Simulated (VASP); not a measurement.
# CaF2 (Fm-3m) in VASP: single point with r2SCAN

Aim: the single point of CaF2 with r2SCAN.

All numbers are computed with VASP 6.6.1; they aren't measurements. Logs are shortened: lines on timing, memory, paths and dates and some standing lists are left out, and cuts for length are marked.

### Step 1. Starting point

Symmetry: Fm-3m, No. 225, cubic system. Conventional cell: a = 5.463 Å, b = 5.463 Å, c = 5.463 Å, α = 90.00°, β = 90.00°, γ = 90.00°. Around Ca (site symmetry m-3m) lie 8 F at 2.37 Å. F (site symmetry -43m) has 4 Ca at 2.37 Å as nearest neighbours.

### Step 2. Single point, r2SCAN

POSCAR reads:

```
CaF2
1.0
    0.0000000000      2.7312500000      2.7312500000
    2.7312500000      0.0000000000      2.7312500000
    2.7312500000      2.7312500000      0.0000000000
Ca F
1 2
Direct
    0.0000000000      0.0000000000      0.0000000000
    0.2500000000      0.2500000000      0.2500000000
    0.7500000000      0.7500000000      0.7500000000
```

INCAR.step1 reads:

```
PREC = Accurate
ENCUT = 520
ISMEAR = 0
SIGMA = 0.05
LREAL = F
LASPH = T
NELM = 60
NBANDS = 19
GGA = PE
ALGO = Normal
EDIFF = 1E-4
LWAVE = T
LCHARG = F
```

INCAR.step2 reads:

```
PREC = Accurate
ENCUT = 520
EDIFF = 1E-6
ISMEAR = 0
SIGMA = 0.05
LREAL = F
LASPH = T
NELM = 60
ALGO = Normal
ISIF = 2
LWAVE = F
LCHARG = F
METAGGA = R2SCAN
LMIXTAU = T
NBANDS = 19
ISTART = 1
```

KPOINTS reads:

```
regular mesh
0
Gamma
  8 8 8
```

Potentials or basis: VASP PAW PBE potentials, release 64 (Ca_sv, F).

The run is started by

```
> cat potpaw_PBE.64/Ca_sv/POTCAR potpaw_PBE.64/F/POTCAR > POTCAR
> cp INCAR.step1 INCAR
> mpirun -np 1 vasp_std > vasp.out
> cp INCAR.step2 INCAR
> mpirun -np 1 vasp_std > vasp.out
```

OUTCAR:

```text
PREC = Accurate
   ENCUT = 520
   EDIFF = 1E-6
   ISMEAR = 0
   LREAL = F
   LASPH = T
   NELM = 60
   ISIF = 2
   METAGGA = R2SCAN
   ISTART = 1

 ion  position               nearest neighbor table
   1  0.000  0.000  0.000-   2 2.37   3 2.37   3 2.37   3 2.37   3 2.37   2 2.37   2 2.37   2 2.37

   2  0.250  0.250  0.250-   1 2.37   1 2.37   1 2.37   1 2.37
   3  0.750  0.750  0.750-   1 2.37   1 2.37   1 2.37   1 2.37

  LATTYP: Found a face centered cubic cell.
 ALAT       =     5.4625000000

  Lattice vectors:

 A1 = (   0.0000000000,   2.7312500000,   2.7312500000)
 A2 = (   2.7312500000,   0.0000000000,   2.7312500000)
 A3 = (   2.7312500000,   2.7312500000,   0.0000000000)

Analysis of symmetry for initial positions (statically):
=====================================================================
 Subroutine PRICEL returns:
 Original cell was already a primitive cell.

 Routine SETGRP: Setting up the symmetry group for a
 face centered cubic supercell.

 Subroutine GETGRP returns: Found 48 space group operations
 (whereof 48 operations were pure point group operations)
 out of a pool of 48 trial point group operations.

The static configuration has the point symmetry O_h .

Analysis of symmetry for dynamics (positions and initial velocities):
=====================================================================
 Subroutine PRICEL returns:
 Original cell was already a primitive cell.

 Routine SETGRP: Setting up the symmetry group for a
 face centered cubic supercell.

 Subroutine GETGRP returns: Found 48 space group operations
 (whereof 48 operations were pure point group operations)
 out of a pool of 48 trial point group operations.

The dynamic configuration has the point symmetry O_h .

 Subroutine INISYM returns: Found 48 space group operations
 (whereof 48 operations are pure point group operations),
 and found     1 'primitive' translations

----------------------------------------------------------------------------------------

                                     Primitive cell

  volume of cell :      40.7488

  direct lattice vectors                    reciprocal lattice vectors
     0.000000000  2.731250000  2.731250000    -0.183066362  0.183066362  0.183066362
     2.731250000  0.000000000  2.731250000     0.183066362 -0.183066362  0.183066362
     2.731250000  2.731250000  0.000000000     0.183066362  0.183066362 -0.183066362

  length of vectors
     3.862570792  3.862570792  3.862570792     0.317080239  0.317080239  0.317080239

  position of ions in fractional coordinates (direct lattice)
     0.000000000  0.000000000  0.000000000
     0.250000000  0.250000000  0.250000000
     0.750000000  0.750000000  0.750000000

  ion indices of the primitive-cell ions
   primitive index   ion index
                 1           1
                 2           2
                 3           3

----------------------------------------------------------------------------------------

 KPOINTS: regular mesh

Automatic generation of k-mesh.
 Grid dimensions read from file:
 generate k-points for:    8    8    8

 Generating k-lattice:

  Cartesian coordinates                     Fractional coordinates (reciprocal lattice)
    -0.022883295  0.022883295  0.022883295     0.125000000  0.000000000  0.000000000
     0.022883295 -0.022883295  0.022883295     0.000000000  0.125000000  0.000000000
     0.022883295  0.022883295 -0.022883295     0.000000000  0.000000000  0.125000000

  Length of vectors
     0.039635030  0.039635030  0.039635030

  Shift w.r.t. Gamma in fractional coordinates (k-lattice)
     0.000000000  0.000000000  0.000000000

 Subroutine IBZKPT returns following result:
 ===========================================

 Found     29 irreducible k-points:

 Following reciprocal coordinates:
            Coordinates               Weight
  0.000000  0.000000  0.000000      1.000000
  0.125000  0.000000  0.000000      8.000000
  0.250000  0.000000  0.000000      8.000000
  0.375000  0.000000  0.000000      8.000000
  0.500000  0.000000  0.000000      4.000000
  0.125000  0.125000  0.000000      6.000000
[... 16 lines left out ...]
  0.500000  0.250000  0.125000     48.000000
 -0.375000  0.250000  0.125000     24.000000
 [... further k-points ...]
   k-points           NKPTS =     29   k-points in BZ     NKDIM =     29   number of bands    NBANDS=     19
   number of dos      NEDOS =    301   number of ions     NIONS =      3
   total plane-waves  NPLWV =  27000
   dimension x,y,z NGX =    30 NGY =   30 NGZ =   30
   dimension x,y,z NGXF=    60 NGYF=   60 NGZF=   60
   ions per type =               1   2
   NGX,Y,Z   is equivalent  to a cutoff of  12.91, 12.91, 12.91 a.u.
   NGXF,Y,Z  is equivalent  to a cutoff of  25.82, 25.82, 25.82 a.u.
 SYSTEM =  unknown system
   PREC   = accura    normal or accurate (medium, high low for compatibility)
   ISTART =      1    job   : 0-new  1-cont  2-samecut
   ICHARG =      0    charge: 1-file 2-atom 10-const
   ISPIN  =      1    spin polarized calculation?
   LNONCOLLINEAR =      F non collinear calculations
   LSORBIT =      F    spin-orbit coupling
   LASPH  =      T    aspherical Exc in radial PAW
   ENCUT  =  520.0 eV  38.22 Ry    6.18 a.u.   7.18  7.18  7.18*2*pi/ulx,y,z
   NELM   =     60;   NELMIN=  2; NELMDL=  0     # of ELM steps
   EDIFF  = 0.1E-05   stopping-criterion for ELM
   LREAL  =      F    real-space projection
   EDIFFG = 0.1E-04   stopping-criterion for IOM
   NSW    =      0    number of steps for IOM
   IBRION =     -1    ionic relax: 0-MD 1-quasi-New 2-CG
   NFREE  =      0    steps in history (QN), initial steepest desc. (CG)
   ISIF   =      2    stress and relaxation
   ISYM   =      2    0-nonsym 1-usesym 2-fastsym
   POTIM  = 0.5000    time-step for ionic-motion
   TEBEG  =    0.0;   TEEND  =   0.0 temperature during run
   PSTRESS=    0.0 pullay stress
   NELECT =      24.0000    total number of electrons
   NUPDOWN=      -1.0000    fix difference up-down
   EMIN   =  10.00;   EMAX   =-10.00  energy-range for DOS
   EFERMI =   0.00;   METHOD = LEGACY
   ISMEAR =     0;   SIGMA  =   0.05  broadening in eV -4-tet -1-fermi 0-gaus
   EFERMI_NEDOS =   21; number of points for ismear=-14 and -15
   IALGO  =     38    algorithm
   IMIX   =      4    mixing-type and parameters
     AMIX     =   0.40;   BMIX     =  1.00
     AMIX_MAG =   1.60;   BMIX_MAG =  1.00
  volume/ion in A,a.u.               =      13.58        91.66
  Fermi-wavevector in a.u.,A,eV,Ry     =   1.372273  2.593220 25.621575  1.883133
  Thomas-Fermi vector in A             =   2.497895
   LORBIT       =      0    0 simple, 1 ext, 2 COOP (PROOUT), +10 PAW based schemes
   METAGGA = R2SCAN    functional components
   LHFCALC =     F    Hartree Fock is set to
   AEXX    =    0.0000 exact exchange contribution
   IVDW    =     0    specifies the selected vdW correction
   LEPSILON=     F    determine dielectric tensor
   LRPA    =     F    only Hartree local field effects (RPA)
 non-spin polarized calculation
 Gauss-broadening in eV      SIGMA  =   0.05
  energy-cutoff  :      520.00
  volume of cell :       40.75
 maximum number of plane-waves:      1121
 NGX is ok and might be reduce to    30
   NGX = 15   NGY = 15   NGZ = 15

 number of electron      23.9999987 magnetization

 Free energy of the ion-electron system (eV)
  ---------------------------------------------------
  ext. energy  EPLUGINS =         0.00000000
  ---------------------------------------------------
  free energy    TOTEN  =       -25.94958380 eV

  energy without entropy =      -25.94958380  energy(sigma->0) =      -25.94958380

 E-fermi :  -1.3109     XC(G=0): -10.2436

 val. band max:       -1.5413691342   @ k =   0.5000   0.5000   0.0000
 cond. band min:       6.4031684076   @ k =   0.0000   0.0000   0.0000
 fundamental gap:      7.9445375418
 Fermi energy:        -1.3108604643

 k-point     1 :       0.0000    0.0000    0.0000
  band No.  band energies     occupation
      1     -38.7939      2.00000
      2     -22.6043      2.00000
      3     -21.8563      2.00000
      4     -18.8568      2.00000
      5     -18.8568      2.00000
      6     -18.8567      2.00000
[... 11 lines left out ...]
     18      10.6124      0.00000
     19      16.2810      0.00000

 k-point     2 :       0.1250    0.0000    0.0000
  band No.  band energies     occupation
      1     -38.7890      2.00000
      2     -22.6325      2.00000
      3     -21.8935      2.00000
      4     -18.8630      2.00000
      5     -18.8629      2.00000
      6     -18.8022      2.00000
[... 11 lines left out ...]
     18      10.5716      0.00000
     19      15.5471      0.00000

 k-point     3 :       0.2500    0.0000    0.0000
  band No.  band energies     occupation
      1     -38.7771      2.00000
      2     -22.6742      2.00000
      3     -22.0126      2.00000
      4     -18.8777      2.00000
      5     -18.8777      2.00000
      6     -18.6627      2.00000
[... 11 lines left out ...]
     18      10.4736      0.00000
     19      14.2780      0.00000

 k-point     4 :       0.3750    0.0000    0.0000
  band No.  band energies     occupation
      1     -38.7652      2.00000
      2     -22.6735      2.00000
      3     -22.1779      2.00000
      4     -18.8924      2.00000
      5     -18.8923      2.00000
      6     -18.5151      2.00000
[... 407 lines left out ...]
     18      10.5764      0.00000
     19      14.7953      0.00000

 k-point    23 :       0.5000    0.2500    0.1250
  band No.  band energies     occupation
      1     -38.7586      2.00000
      2     -22.6667      2.00000
      3     -22.2741      2.00000
      4     -18.9160      2.00000
      5     -18.7784      2.00000
      6     -18.5389      2.00000
[... 11 lines left out ...]
     18      11.1454      0.00000
     19      14.1830      0.00000

 k-point    24 :      -0.3750    0.2500    0.1250
  band No.  band energies     occupation
      1     -38.7546      2.00000
      2     -22.5941      2.00000
      3     -22.4070      2.00000
      4     -18.9234      2.00000
      5     -18.7375      2.00000
      6     -18.5257      2.00000
[... 11 lines left out ...]
     18      11.6502      0.00000
     19      13.7510      0.00000

 [... further k-points ...]

------------------------ aborting loop because EDIFF is reached ----------------------------------------

  FORCE on cell =-STRESS in cart. coord.  units (eV):
  Direction    XX          YY          ZZ          XY          YZ          ZX
  --------------------------------------------------------------------------------------
  -------------------------------------------------------------------------------------
  Total       -0.1417075     -0.1417075     -0.1417075     -0.0000000     -0.0000000     -0.0000000
  in kB       -5.5717164     -5.5717164     -5.5717164     -0.0000000     -0.0000000     -0.0000000
  external PRESSURE =      -5.5717164 kB  Pullay stress =       0.0000000 kB

 VOLUME and BASIS-vectors are now :
 -----------------------------------------------------------------------------
  energy-cutoff  :      520.00
  volume of cell :       40.75
      direct lattice vectors                 reciprocal lattice vectors
     0.000000000  2.731250000  2.731250000    -0.183066362  0.183066362  0.183066362
     2.731250000  0.000000000  2.731250000     0.183066362 -0.183066362  0.183066362
     2.731250000  2.731250000  0.000000000     0.183066362  0.183066362 -0.183066362

 POSITION                                       TOTAL-FORCE (eV/Angst)
 -----------------------------------------------------------------------------------
      0.00000      0.00000      0.00000         0.000000      0.000000     -0.000000
      1.36563      1.36563      1.36563         0.000000      0.000000     -0.000000
      4.09688      4.09688      4.09688        -0.000000     -0.000000      0.000000
 -----------------------------------------------------------------------------------
    total drift:                                0.000000     -0.000000      0.000000

  FREE ENERGIE OF THE ION-ELECTRON SYSTEM (eV)
  ---------------------------------------------------
  free  energy   TOTEN  =       -25.9495837952 eV

  energy  without entropy=      -25.9495837952  energy(sigma->0) =      -25.94958380
```

It took 56 s on 1 thread of AMD EPYC 9R45 (Zen 5), shared host; peak memory 0.15 GiB.

What came out:

```
Free energy            : -25.9496 eV
Pressure               : -0.6 GPa
Band gap on the k mesh : 7.94 eV, indirect (least direct gap 8.20 eV)
```

Caveat: the PAW data sets were made with another functional, which shifts forces and pressure a little. A k mesh can miss the band edges.
